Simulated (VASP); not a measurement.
# Si2W (P1) in VASP: relaxation of the atoms with LDA

Aim: the relaxation of the atoms of Si2W with LDA.

All numbers are computed with VASP 6.6.1; they aren't measurements. Logs are shortened: lines on timing, memory, paths and dates and some standing lists are left out, and cuts for length are marked.

### Step 1. The cell of the first run

The typed cell holds 6 atoms: a = 4.511 Å, b = 4.545 Å, c = 4.799 Å, α = 90.49°, β = 119.30°, γ = 92.17°.

### Step 2. Relaxation of the atoms, LDA

The input, INCAR:

```
SYSTEM = Si2W
  PREC = Accurate
  ENCUT = 520
  EDIFF = 1E-6
  ISMEAR = -1
  SIGMA = 0.1
  LREAL = .FALSE.
  LASPH = .TRUE.
  NELM = 80
  ALGO = Normal
  ISIF = 2
  LWAVE = .FALSE.
  LCHARG = .FALSE.
  IBRION = 2
  NSW = 40
  EDIFFG = -0.005
```

The input, KPOINTS:

```
regular mesh
0
G
  7 6 7
  0 0 0
```

The input, POSCAR:

```
Si2W
1.0
   -3.2501705600      3.1283777800      0.0523641100
    3.2736016100      3.1518088200      0.0712099800
    1.6135266400     -1.6399799700     -4.2118530600
Si W
4 2
Selective dynamics
Direct
    0.6386846100      0.0155769700      0.2990982200  F F F
    0.1632737600      0.4964089700      0.3452507600  T T T
    0.3403864600      0.0044321900      0.6754985000  T T T
    0.8273079500      0.4961220300      0.6618590800  T T T
    0.0252657000      0.9906153700      0.0127168200  T T T
    0.5050815200      0.4968444700      0.0055766100  T T T
```

Potentials or basis: VASP PAW LDA potentials, release 64 (Si, W_sv).

Run with:

```sh
$ cat potpaw_LDA.64/Si/POTCAR potpaw_LDA.64/W_sv/POTCAR > POTCAR
$ mpirun -np 1 vasp_std > vasp.out
```

OUTCAR:

```text
SYSTEM = Si2W
   PREC = Accurate
   ENCUT = 520
   EDIFF = 1E-6
   ISMEAR = -1
   LREAL = .FALSE.
   LASPH = .TRUE.
   NELM = 80
   ISIF = 2
   IBRION = 2
   NSW = 40
   EDIFFG = -0.005

 ion  position               nearest neighbor table
   1  0.639  0.016  0.299-   5 2.41   6 2.54   3 2.61   4 2.62   6 2.63   5 2.70   3 2.73   3 2.78
                             4 2.85   5 2.99   2 3.08
   2  0.163  0.496  0.345-   6 2.60   4 2.61   4 2.62   3 2.65   5 2.66   3 2.67   5 2.68   6 2.74
                             6 2.76   4 2.86   1 3.08
   3  0.340  0.004  0.675-   6 2.59   1 2.61   5 2.63   2 2.65   2 2.67   5 2.70   6 2.72   1 2.73
                             1 2.78   5 2.78   4 3.10
   4  0.827  0.496  0.662-   2 2.61   2 2.62   1 2.62   5 2.64   6 2.67   6 2.68   6 2.75   5 2.77
                             1 2.85   2 2.86   3 3.10
   5  0.025  0.991  0.013-   1 2.41   3 2.63   4 2.64   2 2.66   2 2.68   3 2.70   1 2.70   4 2.77
                             3 2.78   1 2.99   6 3.11   6 3.17   6 3.19   6 3.34
   6  0.505  0.497  0.006-   1 2.54   3 2.59   2 2.60   1 2.63   4 2.67   4 2.68   3 2.72   2 2.74
                             4 2.75   2 2.76   5 3.11   5 3.17   5 3.19   5 3.34

  LATTYP: Found a triclinic cell.
 ALAT       =     4.7111866538
 B/A-ratio  =     1.0186903607
 C/A-ratio  =     0.9646880192
 COS(alpha) =     0.0085635608
 COS(beta)  =     0.0449651371
 COS(gamma) =     0.5500831704

  Lattice vectors:

 A1 = (  -1.6366439200,   1.4883978100,  -4.1594889500)
 A2 = (   1.6135266400,  -1.6399799700,  -4.2118530600)
 A3 = (  -3.2736016100,  -3.1518088200,  -0.0712099800)

Analysis of symmetry for initial positions (statically):
=====================================================================
 Subroutine PRICEL returns:
 Original cell was already a primitive cell.

 Routine SETGRP: Setting up the symmetry group for a
 triclinic supercell.

 Subroutine GETGRP returns: Found  1 space group operations
 (whereof  1 operations were pure point group operations)
 out of a pool of  2 trial point group operations.

The static configuration has the point symmetry C_1 .

Analysis of symmetry for dynamics (positions and initial velocities):
=====================================================================
 Subroutine PRICEL returns:
 Original cell was already a primitive cell.

 Routine SETGRP: Setting up the symmetry group for a
 triclinic supercell.

 Subroutine GETGRP returns: Found  1 space group operations
 (whereof  1 operations were pure point group operations)
 out of a pool of  2 trial point group operations.

The dynamic configuration has the point symmetry C_1 .

Analysis of constrained symmetry for selective dynamics:
=====================================================================
 Subroutine PRICEL returns:
 Original cell was already a primitive cell.

 Routine SETGRP: Setting up the symmetry group for a
 triclinic supercell.

 Subroutine GETGRP returns: Found  1 space group operations
 (whereof  1 operations were pure point group operations)
 out of a pool of  2 trial point group operations.

The constrained configuration has the point symmetry C_1 .

 Subroutine INISYM returns: Found  1 space group operations
 (whereof  1 operations are pure point group operations),
 and found     1 'primitive' translations

----------------------------------------------------------------------------------------

                                     Primitive cell

  volume of cell :      85.7122

  direct lattice vectors                    reciprocal lattice vectors
    -3.250170560  3.128377780  0.052364110    -0.153515784  0.162203645 -0.121968295
     3.273601610  3.151808820  0.071209980     0.152724984  0.158725980 -0.003295841
     1.613526640 -1.639979970 -4.211853060     0.000673534  0.004700193 -0.238997288

  length of vectors
     4.511440812  4.544825321  4.799240431     0.254466861  0.220294621  0.239044450

  position of ions in fractional coordinates (direct lattice)
     0.638684610  0.015576970  0.299098220
     0.163273760  0.496408970  0.345250760
     0.340386460  0.004432190  0.675498500
[... 33 lines left out ...]

 Subroutine IBZKPT returns following result:
 ===========================================

 Found    148 irreducible k-points:

 Following reciprocal coordinates:
            Coordinates               Weight
  0.000000  0.000000  0.000000      1.000000
  0.142857 -0.000000  0.000000      2.000000
  0.285714 -0.000000 -0.000000      2.000000
  0.428571  0.000000 -0.000000      2.000000
 -0.000000  0.166667  0.000000      2.000000
  0.142857  0.166667  0.000000      2.000000
[... 16 lines left out ...]
  0.000000 -0.000000  0.142857      2.000000
  0.142857 -0.000000  0.142857      2.000000
 [... further k-points ...]
   k-points           NKPTS =    148   k-points in BZ     NKDIM =    148   number of bands    NBANDS=     26
   number of dos      NEDOS =    301   number of ions     NIONS =      6
   total plane-waves  NPLWV =  46656
   dimension x,y,z NGX =    36 NGY =   36 NGZ =   36
   dimension x,y,z NGXF=    72 NGYF=   72 NGZF=   72
   ions per type =               4   2
   NGX,Y,Z   is equivalent  to a cutoff of  13.27, 13.17, 12.47 a.u.
   NGXF,Y,Z  is equivalent  to a cutoff of  26.53, 26.34, 24.94 a.u.
 SYSTEM =  Si2W
   PREC   = accura    normal or accurate (medium, high low for compatibility)
   ISTART =      0    job   : 0-new  1-cont  2-samecut
   ICHARG =      2    charge: 1-file 2-atom 10-const
   ISPIN  =      1    spin polarized calculation?
   LNONCOLLINEAR =      F non collinear calculations
   LSORBIT =      F    spin-orbit coupling
   LASPH  =      T    aspherical Exc in radial PAW
   ENCUT  =  520.0 eV  38.22 Ry    6.18 a.u.   8.39  8.45  8.92*2*pi/ulx,y,z
   NELM   =     80;   NELMIN=  2; NELMDL= -5     # of ELM steps
   EDIFF  = 0.1E-05   stopping-criterion for ELM
   LREAL  =      F    real-space projection
   EDIFFG = -.5E-02   stopping-criterion for IOM
   NSW    =     40    number of steps for IOM
   IBRION =      2    ionic relax: 0-MD 1-quasi-New 2-CG
   NFREE  =      1    steps in history (QN), initial steepest desc. (CG)
   ISIF   =      2    stress and relaxation
   ISYM   =      2    0-nonsym 1-usesym 2-fastsym
   POTIM  = 0.5000    time-step for ionic-motion
   TEBEG  =    0.0;   TEEND  =   0.0 temperature during run
   PSTRESS=    0.0 pullay stress
   NELECT =      44.0000    total number of electrons
   NUPDOWN=      -1.0000    fix difference up-down
   EMIN   =  10.00;   EMAX   =-10.00  energy-range for DOS
   EFERMI =   0.00;   METHOD = LEGACY
   ISMEAR =    -1;   SIGMA  =   0.10  broadening in eV -4-tet -1-fermi 0-gaus
   EFERMI_NEDOS =   21; number of points for ismear=-14 and -15
   IALGO  =     38    algorithm
   IMIX   =      4    mixing-type and parameters
     AMIX     =   0.40;   BMIX     =  1.00
     AMIX_MAG =   1.60;   BMIX_MAG =  1.00
  volume/ion in A,a.u.               =      14.29        96.40
  Fermi-wavevector in a.u.,A,eV,Ry     =   1.310825  2.477101 23.378393  1.718263
  Thomas-Fermi vector in A             =   2.441329
   LORBIT       =      0    0 simple, 1 ext, 2 COOP (PROOUT), +10 PAW based schemes
   GGA     = CA    functional components
   LHFCALC =     F    Hartree Fock is set to
   AEXX    =    0.0000 exact exchange contribution
   IVDW    =     0    specifies the selected vdW correction
   LEPSILON=     F    determine dielectric tensor
   LRPA    =     F    only Hartree local field effects (RPA)
 conjugate gradient relaxation of ions
 non-spin polarized calculation
  energy-cutoff  :      520.00
  volume of cell :       85.71
 maximum number of plane-waves:      2327
 NGX is ok and might be reduce to    36
   NGX = 17   NGY = 17   NGZ = 17

--------------------------------------- Ionic step        1  -------------------------------------------

 number of electron      44.0000003 magnetization

 Free energy of the ion-electron system (eV)
  ---------------------------------------------------
  ext. energy  EPLUGINS =         0.00000000
  ---------------------------------------------------
  free energy    TOTEN  =       -53.66972827 eV

  energy without entropy =      -53.62016504  energy(sigma->0) =      -53.64494666

------------------------ aborting loop because EDIFF is reached ----------------------------------------

  FORCE on cell =-STRESS in cart. coord.  units (eV):
  Direction    XX          YY          ZZ          XY          YZ          ZX
  --------------------------------------------------------------------------------------
  -------------------------------------------------------------------------------------
  Total       -5.9384708     -0.8902662    -14.5907796     -1.0531698     -3.4285114      0.3351414
  in kB     -111.0050315    -16.6413260   -272.7385548    -19.6864067    -64.0875452      6.2646399
  external PRESSURE =    -133.4616374 kB  Pullay stress =       0.0000000 kB
[... 101 lines left out ...]
  FREE ENERGIE OF THE ION-ELECTRON SYSTEM (eV)
  ---------------------------------------------------
  free  energy   TOTEN  =       -53.8569943430 eV

  energy  without entropy=      -53.8091581329  energy(sigma->0) =      -53.83307624

[... ionic steps 4 to 21 ...]

--------------------------------------- Ionic step       22  -------------------------------------------

 number of electron      44.0000000 magnetization

------------------------ aborting loop because EDIFF is reached ----------------------------------------
[... 75 lines left out ...]
--------------------------------------- Ionic step       24  -------------------------------------------

 number of electron      44.0000000 magnetization

 Free energy of the ion-electron system (eV)
  ---------------------------------------------------
  ext. energy  EPLUGINS =         0.00000000
  ---------------------------------------------------
  free energy    TOTEN  =       -53.95036441 eV

  energy without entropy =      -53.90065912  energy(sigma->0) =      -53.92551176

 E-fermi :  11.0898     XC(G=0): -12.3744

 val. band max:       11.0876842793   @ k =   0.2857  -0.3333   0.2857
 cond. band min:      11.0931376023   @ k =   0.1429  -0.0000   0.1429
 fundamental gap:      0.0054533230
 Fermi energy:        11.0898256662

 k-point     1 :       0.0000    0.0000    0.0000
  band No.  band energies     occupation
      1     -62.4415      2.00000
      2     -62.4249      2.00000
      3     -27.0680      2.00000
      4     -27.0637      2.00000
      5     -26.9613      2.00000
      6     -26.9161      2.00000
[... 685 lines left out ...]
     25      13.2205      0.00000
     26      13.3598      0.00000

 [... further k-points ...]

------------------------ aborting loop because EDIFF is reached ----------------------------------------

  FORCE on cell =-STRESS in cart. coord.  units (eV):
  Direction    XX          YY          ZZ          XY          YZ          ZX
  --------------------------------------------------------------------------------------
  -------------------------------------------------------------------------------------
  Total       -6.7262534     -1.5964342    -15.5076761     -0.5664467     -3.1934513     -0.4309297
  in kB     -125.7306786    -29.8413900   -289.8776678    -10.5883209    -59.6936765     -8.0551650
  external PRESSURE =    -148.4832455 kB  Pullay stress =       0.0000000 kB
[... 21 lines left out ...]
  FREE ENERGIE OF THE ION-ELECTRON SYSTEM (eV)
  ---------------------------------------------------
  free  energy   TOTEN  =       -53.9503644122 eV

  energy  without entropy=      -53.9006591151  energy(sigma->0) =      -53.92551176

 reached required accuracy - stopping structural energy minimisation
```

Wall time 41 min (1 thread of Intel Xeon Platinum 8375C at 2.90GHz (Ice Lake), shared host); peak memory 0.38 GiB.

What came out:

```
Free energy               : -53.9504 eV
Energy gained by relaxing : 46.8 meV/atom
Ionic steps               : 24
Pressure after relaxing   : -14.8 GPa
Band gap on the k mesh    : none (metal or under the smearing width)
```

Stress tensor (GPa, compression positive):
```
-12.57  -1.06  -0.81
 -1.06  -2.98  -5.97
 -0.81  -5.97 -28.99
```

Step by step:
| step | energy change (eV) | largest force (eV/Å) | pressure (GPa) |
| --- | --- | --- | --- |
| 1 | 0.0000 | 1.9056 | -13.35 |
| 2 | -0.1693 | 1.2151 | -13.98 |
| 3 | -0.1873 | 1.0098 | -13.89 |
| 4 | -0.2198 | 0.9036 | -13.91 |
| 5 | -0.2213 | 0.8759 | -13.88 |
| 6 | -0.2374 | 0.7440 | -14.05 |
| 7 | -0.2482 | 0.5259 | -14.22 |
| 8 | -0.2629 | 0.3765 | -14.47 |
| 9 | -0.2723 | 0.2178 | -14.79 |
| 10 | -0.2790 | 0.1222 | -14.84 |
| 11 | -0.2792 | 0.1444 | -14.83 |
| 12 | -0.2800 | 0.0975 | -14.82 |
| 13 | -0.2802 | 0.0632 | -14.83 |
| 14 | -0.2804 | 0.0383 | -14.83 |
| 15 | -0.2804 | 0.0436 | -14.83 |
| 16 | -0.2805 | 0.0346 | -14.84 |
| 17 | -0.2805 | 0.0288 | -14.85 |
| 18 | -0.2806 | 0.0232 | -14.85 |
| 19 | -0.2806 | 0.0180 | -14.85 |
| 20 | -0.2806 | 0.0113 | -14.85 |
| 21 | -0.2806 | 0.0111 | -14.85 |
| 22 | -0.2806 | 0.0074 | -14.85 |
| 23 | -0.2806 | 0.0052 | -14.85 |
| 24 | -0.2806 | 0.0029 | -14.85 |

Final structure:
```
CELL_PARAMETERS angstrom
-3.25017 3.12838 0.05236
3.27360 3.15181 0.07121
1.61353 -1.63998 -4.21185
ATOMIC_POSITIONS crystal
Si 0.63868 0.01558 0.29910
Si 0.13872 0.51562 0.29909
Si 0.31239 0.01368 0.65012
Si 0.81236 0.51370 0.65005
W 0.97552 0.01465 0.97455
W 0.47552 0.51465 0.97464
```

Spin-orbit coupling is left out, which matters for the levels of W.
